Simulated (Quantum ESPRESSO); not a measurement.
As under changes of volume

One of the cells (22.434 Å³/atom); the others are scaled copies at fixed shape and fractional positions:

```
As
1.0
     1.82500   -5.50000    0.00000
     1.82500    5.50000    0.00000
     0.00000    0.00000    4.47000
As
4
Direct
  0.39000 0.61000 0.56000
  0.89000 0.11000 0.94000
  0.61000 0.39000 0.44000
  0.11000 0.89000 0.06000
```

This isn't the form of As at room conditions, which is rhombohedral.

* Program: Quantum ESPRESSO 7.5
* Functional: r2SCAN
* Potentials or basis: SG15 PBE 1.2
* Cutoff: 952 eV
* Density cutoff: 3810 eV
* k mesh: 4 × 4 × 3
* Occupations: fermi-dirac, width 0.05 eV
* Spin: no spin polarisation

```csv
volume (Å³/atom),energy over the lowest point (meV/atom),pressure (GPa),gap on the mesh (eV)
21.088,58.11,8.7,0.23
21.536,36.63,6.7,0.21
21.985,20.57,4.8,0.19
22.434,?,?,?
22.882,2.70,1.7,0.17
23.331,0.00,0.3,0.16
23.780,0.93,-0.9,0.15
```

Problem. What does the run at 22.434 Å³/atom give?

Solution. Energy over the lowest point 9.42 meV/atom; pressure 3.2 GPa; gap on the mesh 0.18 eV.

Worked out: A Birch-Murnaghan fit of order 3 (a polynomial in V^(-2/3)) to the other rows has its minimum at 23.43 Å³/atom with B0 = V·E''(V) = 66 GPa and B' = 4.2 at fixed shape and positions, which overstates the stiffness. It gives 9.41 meV/atom at 22.434 Å³/atom, against the run's 9.42, and -dE/dV = 3.2 GPa, against 3.2. A straight line through the other rows of the gap, of slope -0.644 eV per unit of ln V, gives 0.18 eV, against the run's 0.18.

Energies are extrapolated to zero smearing.

Caveats: all runs use coarse meshes; the potentials were made for another functional, which shifts forces and pressure; an odd mesh through Γ misses points on the zone boundary, where band edges often lie. Spin-orbit coupling on As is left out.
